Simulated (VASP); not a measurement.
# ZnSe (F-43m) in VASP: notebook, part 2 of 2

VASP 6.6.1.

### 3 Single point, PBE

Contents of INCAR:

```
ALGO = Normal ; EDIFF = 1E-7
ENCUT = 520 ; GGA = PE
ISIF = 2 ; ISMEAR = 0
LASPH = T ; LCHARG = F
LREAL = F ; LWAVE = F
NBANDS = 16 ; NELM = 100
PREC = Accurate ; SIGMA = 0.02
```

Contents of KPOINTS:

```
k-points
0
Gamma
  4 4 4
```

Contents of POSCAR:

```
ZnSe
1.0
    0.0000000000      2.8338000000      2.8338000000
    2.8338000000      0.0000000000      2.8338000000
    2.8338000000      2.8338000000      0.0000000000
Zn Se
1 1
Direct
    0.0000000000      0.0000000000      0.0000000000
    0.2500000000      0.2500000000      0.2500000000
```

Potentials or basis: VASP PAW PBE potentials, release 64 (Zn, Se).

Launch:

```
$ cat potpaw_PBE.64/Zn/POTCAR potpaw_PBE.64/Se/POTCAR > POTCAR
$ mpirun -np 1 vasp_std > vasp.out
```

OUTCAR:

```text
EDIFF = 1E-7
   ENCUT = 520
   GGA = PE
   ISIF = 2
   ISMEAR = 0
   LASPH = T
   LREAL = F
   NELM = 100
   PREC = Accurate

 ion  position               nearest neighbor table
   1  0.000  0.000  0.000-   2 2.45   2 2.45   2 2.45   2 2.45
   2  0.250  0.250  0.250-   1 2.45   1 2.45   1 2.45   1 2.45

  LATTYP: Found a face centered cubic cell.
 ALAT       =     5.6676000000

  Lattice vectors:

 A1 = (   0.0000000000,   2.8338000000,   2.8338000000)
 A2 = (   2.8338000000,   0.0000000000,   2.8338000000)
 A3 = (   2.8338000000,   2.8338000000,   0.0000000000)

Analysis of symmetry for initial positions (statically):
=====================================================================
 Subroutine PRICEL returns:
 Original cell was already a primitive cell.

 Routine SETGRP: Setting up the symmetry group for a
 face centered cubic supercell.

 Subroutine GETGRP returns: Found 24 space group operations
 (whereof 24 operations were pure point group operations)
 out of a pool of 48 trial point group operations.

The static configuration has the point symmetry T_d .

Analysis of symmetry for dynamics (positions and initial velocities):
=====================================================================
 Subroutine PRICEL returns:
 Original cell was already a primitive cell.

 Routine SETGRP: Setting up the symmetry group for a
 face centered cubic supercell.

 Subroutine GETGRP returns: Found 24 space group operations
 (whereof 24 operations were pure point group operations)
 out of a pool of 48 trial point group operations.

The dynamic configuration has the point symmetry T_d .

 Subroutine INISYM returns: Found 24 space group operations
 (whereof 24 operations are pure point group operations),
 and found     1 'primitive' translations

----------------------------------------------------------------------------------------

                                     Primitive cell

  volume of cell :      45.5132

  direct lattice vectors                    reciprocal lattice vectors
     0.000000000  2.833800000  2.833800000    -0.176441527  0.176441527  0.176441527
     2.833800000  0.000000000  2.833800000     0.176441527 -0.176441527  0.176441527
     2.833800000  2.833800000  0.000000000     0.176441527  0.176441527 -0.176441527

  length of vectors
     4.007598393  4.007598393  4.007598393     0.305605690  0.305605690  0.305605690

  position of ions in fractional coordinates (direct lattice)
     0.000000000  0.000000000  0.000000000
     0.250000000  0.250000000  0.250000000

  ion indices of the primitive-cell ions
   primitive index   ion index
                 1           1
                 2           2

----------------------------------------------------------------------------------------

 KPOINTS: k-points

Automatic generation of k-mesh.
 Grid dimensions read from file:
 generate k-points for:    4    4    4

 Generating k-lattice:

  Cartesian coordinates                     Fractional coordinates (reciprocal lattice)
    -0.044110382  0.044110382  0.044110382     0.250000000  0.000000000  0.000000000
     0.044110382 -0.044110382  0.044110382     0.000000000  0.250000000  0.000000000
     0.044110382  0.044110382 -0.044110382     0.000000000  0.000000000  0.250000000

  Length of vectors
     0.076401422  0.076401422  0.076401422

  Shift w.r.t. Gamma in fractional coordinates (k-lattice)
     0.000000000  0.000000000  0.000000000

 Subroutine IBZKPT returns following result:
 ===========================================

 Found      8 irreducible k-points:

 Following reciprocal coordinates:
            Coordinates               Weight
  0.000000  0.000000  0.000000      1.000000
  0.250000  0.000000  0.000000      8.000000
  0.500000  0.000000  0.000000      4.000000
  0.250000  0.250000  0.000000      6.000000
  0.500000  0.250000  0.000000     24.000000
 -0.250000  0.250000  0.000000     12.000000
  0.500000  0.500000  0.000000      3.000000
 -0.250000  0.500000  0.250000      6.000000
   k-points           NKPTS =      8   k-points in BZ     NKDIM =      8   number of bands    NBANDS=     16
   number of dos      NEDOS =    301   number of ions     NIONS =      2
   total plane-waves  NPLWV =  27000
   dimension x,y,z NGX =    30 NGY =   30 NGZ =   30
   dimension x,y,z NGXF=    60 NGYF=   60 NGZF=   60
   ions per type =               1   1
   NGX,Y,Z   is equivalent  to a cutoff of  12.44, 12.44, 12.44 a.u.
   NGXF,Y,Z  is equivalent  to a cutoff of  24.89, 24.89, 24.89 a.u.
 SYSTEM =  unknown system
   PREC   = accura    normal or accurate (medium, high low for compatibility)
   ISTART =      0    job   : 0-new  1-cont  2-samecut
   ICHARG =      2    charge: 1-file 2-atom 10-const
   ISPIN  =      1    spin polarized calculation?
   LNONCOLLINEAR =      F non collinear calculations
   LSORBIT =      F    spin-orbit coupling
   LASPH  =      T    aspherical Exc in radial PAW
   ENCUT  =  520.0 eV  38.22 Ry    6.18 a.u.   7.45  7.45  7.45*2*pi/ulx,y,z
   NELM   =    100;   NELMIN=  2; NELMDL= -5     # of ELM steps
   EDIFF  = 0.1E-06   stopping-criterion for ELM
   LREAL  =      F    real-space projection
   EDIFFG = 0.1E-05   stopping-criterion for IOM
   NSW    =      0    number of steps for IOM
   IBRION =     -1    ionic relax: 0-MD 1-quasi-New 2-CG
   NFREE  =      0    steps in history (QN), initial steepest desc. (CG)
   ISIF   =      2    stress and relaxation
   ISYM   =      2    0-nonsym 1-usesym 2-fastsym
   POTIM  = 0.5000    time-step for ionic-motion
   TEBEG  =    0.0;   TEEND  =   0.0 temperature during run
   PSTRESS=    0.0 pullay stress
   NELECT =      18.0000    total number of electrons
   NUPDOWN=      -1.0000    fix difference up-down
   EMIN   =  10.00;   EMAX   =-10.00  energy-range for DOS
   EFERMI =   0.00;   METHOD = LEGACY
   ISMEAR =     0;   SIGMA  =   0.02  broadening in eV -4-tet -1-fermi 0-gaus
   EFERMI_NEDOS =   21; number of points for ismear=-14 and -15
   IALGO  =     38    algorithm
   IMIX   =      4    mixing-type and parameters
     AMIX     =   0.40;   BMIX     =  1.00
     AMIX_MAG =   1.60;   BMIX_MAG =  1.00
  volume/ion in A,a.u.               =      22.76       153.57
  Fermi-wavevector in a.u.,A,eV,Ry     =   1.201673  2.270834 19.647073  1.444019
  Thomas-Fermi vector in A             =   2.337476
   LORBIT       =      0    0 simple, 1 ext, 2 COOP (PROOUT), +10 PAW based schemes
   GGA     = PE    functional components
   LHFCALC =     F    Hartree Fock is set to
   AEXX    =    0.0000 exact exchange contribution
   IVDW    =     0    specifies the selected vdW correction
   LEPSILON=     F    determine dielectric tensor
   LRPA    =     F    only Hartree local field effects (RPA)
 non-spin polarized calculation
 Gauss-broadening in eV      SIGMA  =   0.02
  energy-cutoff  :      520.00
  volume of cell :       45.51
 maximum number of plane-waves:      1243
 NGX is ok and might be reduce to    30
   NGX = 15   NGY = 15   NGZ = 15

 number of electron      18.0000012 magnetization

 Free energy of the ion-electron system (eV)
  ---------------------------------------------------
  ext. energy  EPLUGINS =         0.00000000
  ---------------------------------------------------
  free energy    TOTEN  =        -5.95313160 eV

  energy without entropy =       -5.95313160  energy(sigma->0) =       -5.95313160

 E-fermi :   1.7428     XC(G=0):  -9.3073

 val. band max:        1.6440426082   @ k =   0.0000   0.0000   0.0000
 cond. band min:       2.9217111418   @ k =   0.0000   0.0000   0.0000
 fundamental gap:      1.2776685336
 Fermi energy:         1.7427681554

 k-point     1 :       0.0000    0.0000    0.0000
  band No.  band energies     occupation
      1     -11.6105      2.00000
      2      -4.9313      2.00000
      3      -4.9313      2.00000
      4      -4.9313      2.00000
      5      -4.5646      2.00000
      6      -4.5646      2.00000
[... 8 lines left out ...]
     15      13.0868      0.00000
     16      13.0868      0.00000
[... 115 lines left out ...]
 k-point     8 :      -0.2500    0.5000    0.2500
  band No.  band energies     occupation
      1     -10.5432      2.00000
      2      -4.8143      2.00000
      3      -4.7256      2.00000
      4      -4.5963      2.00000
      5      -4.5938      2.00000
      6      -4.2627      2.00000
[... 8 lines left out ...]
     15      15.3976      0.00000
     16      15.7324      0.00000

------------------------ aborting loop because EDIFF is reached ----------------------------------------

  FORCE on cell =-STRESS in cart. coord.  units (eV):
  Direction    XX          YY          ZZ          XY          YZ          ZX
  --------------------------------------------------------------------------------------
  -------------------------------------------------------------------------------------
  Total        0.7638145      0.7638145      0.7638145     -0.0000000     -0.0000000     -0.0000000
  in kB       26.8881484     26.8881484     26.8881484     -0.0000000     -0.0000000     -0.0000000
  external PRESSURE =      26.8881484 kB  Pullay stress =       0.0000000 kB

 VOLUME and BASIS-vectors are now :
 -----------------------------------------------------------------------------
  energy-cutoff  :      520.00
  volume of cell :       45.51
      direct lattice vectors                 reciprocal lattice vectors
     0.000000000  2.833800000  2.833800000    -0.176441527  0.176441527  0.176441527
     2.833800000  0.000000000  2.833800000     0.176441527 -0.176441527  0.176441527
     2.833800000  2.833800000  0.000000000     0.176441527  0.176441527 -0.176441527

 POSITION                                       TOTAL-FORCE (eV/Angst)
 -----------------------------------------------------------------------------------
      0.00000      0.00000      0.00000         0.000000      0.000000     -0.000000
      1.41690      1.41690      1.41690        -0.000000     -0.000000      0.000000
 -----------------------------------------------------------------------------------
    total drift:                               -0.000001     -0.000001     -0.000001

  FREE ENERGIE OF THE ION-ELECTRON SYSTEM (eV)
  ---------------------------------------------------
  free  energy   TOTEN  =        -5.9531315961 eV

  energy  without entropy=       -5.9531315961  energy(sigma->0) =       -5.95313160
```

OSZICAR:

```text
N       E                     dE             d eps       ncg     rms          rms(c)
DAV:   1     0.855775902086E+02    0.85578E+02   -0.82789E+03   256   0.124E+03
DAV:   2    -0.118759295176E+01   -0.86765E+02   -0.81273E+02   288   0.244E+02
DAV:   3    -0.621867505839E+01   -0.50311E+01   -0.50145E+01   336   0.586E+01
DAV:   4    -0.625770814713E+01   -0.39033E-01   -0.39029E-01   296   0.557E+00
DAV:   5    -0.625789986456E+01   -0.19172E-03   -0.19171E-03   328   0.354E-01    0.477E+00
DAV:   6    -0.597404906535E+01    0.28385E+00   -0.54522E-01   384   0.236E+01    0.364E+00
DAV:   7    -0.595259379994E+01    0.21455E-01   -0.15846E-01   288   0.349E+00    0.155E+00
DAV:   8    -0.595267859423E+01   -0.84794E-04   -0.48894E-03   336   0.694E-01    0.459E-01
DAV:   9    -0.595301275080E+01   -0.33416E-03   -0.12055E-03   296   0.264E-01    0.675E-02
DAV:  10    -0.595312954625E+01   -0.11680E-03   -0.18561E-04   312   0.987E-02    0.218E-02
DAV:  11    -0.595313022764E+01   -0.68139E-06   -0.37545E-05   296   0.454E-02    0.543E-03
DAV:  12    -0.595313157486E+01   -0.13472E-05   -0.40237E-06   304   0.122E-02    0.335E-03
DAV:  13    -0.595313159614E+01   -0.21283E-07   -0.49588E-07   296   0.561E-03
   1 F= -.59531316E+01 E0= -.59531316E+01  d E =-.138351E-13
```

stdout:

```text
POSCAR found type information on POSCAR ZnSe
 POSCAR found :  2 types and       2 ions
 scaLAPACK will be used
 LDA part: xc-table for (Slater+PW92), standard interpolation
 POSCAR, INCAR and KPOINTS ok, starting setup
 FFT: planning ... GRIDC
 FFT: planning ... GRID_SOFT
 FFT: planning ... GRID
 WAVECAR not read
 entering main loop
```

Wall time 14 s (1 thread of AMD EPYC 7R43 (Zen 3), shared host); peak memory 0.12 GiB.

Results:

```
Free energy            : -5.9531 eV
Pressure               : 2.7 GPa
Band gap on the k mesh : 1.28 eV, direct
```

Levels at points of the mesh, in eV from the valence-band top:
| k point | band 7 | band 8 | band 9 | band 10 | band 11 | band 12 |
| --- | --- | --- | --- | --- | --- | --- |
| (0.00, 0.00, 0.00) | 0.00 | 0.00 | 0.00 | 1.28 | 5.78 | 5.78 |
| (0.50, 0.00, 0.00) | -5.24 | -0.87 | -0.87 | 2.53 | 6.36 | 6.36 |
| (0.50, 0.50, 0.00) | -4.77 | -2.19 | -2.19 | 2.96 | 3.44 | 10.74 |

Caveat: the k mesh is coarse (spacing up to 0.48 Å⁻¹), so the values aren't converged.

### 4 Single point, PBE

INCAR is that of step 3.

Contents of KPOINTS:

```
k-points
0
Gamma
  6 6 6
```

POSCAR is that of step 3.

Launch:

```
$ cat potpaw_PBE.64/Zn/POTCAR potpaw_PBE.64/Se/POTCAR > POTCAR
$ mpirun -np 1 vasp_std > vasp.out
```

Wall time 22 s (1 thread of AMD EPYC 7R43 (Zen 3), shared host); peak memory 0.14 GiB.

Results (log left out):

* Free energy: -6.0149 eV
* Pressure: 2.4 GPa
* Band gap on the k mesh: 1.29 eV, direct

Levels at points of the mesh, in eV from the valence-band top:
| k point | band 5 | band 6 | band 7 | band 8 | band 9 | band 10 | band 11 | band 12 | band 13 | band 14 |
| --- | --- | --- | --- | --- | --- | --- | --- | --- | --- | --- |
| (0.00, 0.00, 0.00) | -6.18 | -6.18 | 0.00 | 0.00 | 0.00 | 1.29 | 5.80 | 5.80 | 5.80 | 9.93 |
| (0.50, 0.00, 0.00) | -6.16 | -6.02 | -5.23 | -0.87 | -0.87 | 2.54 | 6.38 | 6.38 | 8.58 | 10.97 |
| (0.50, 0.50, 0.00) | -6.13 | -6.00 | -4.76 | -2.19 | -2.19 | 2.98 | 3.46 | 10.74 | 11.25 | 11.25 |

### 5 Against experiment

Step 4. Against the measured gap of ZnSe, 2.695 eV (an exciton energy, a little under the gap; 300 K; “Alloy Disordering Effects on the Thermal Conductivity and Energy Gap Temperature Dependence of Cd1−xZnxSe Ternary Crystals Grown by the Bridgman Method”, 2023, pmc:10253836), the calculated 1.29 eV is off by -1.41 eV. So large a miss can be the level of theory's own, or it may mean another phase, state or a wrong row. Spin-orbit coupling on Se is left out. The value is that of PBE, without temperature or zero-point motion. Semilocal functionals fall short of measured gaps as a rule.
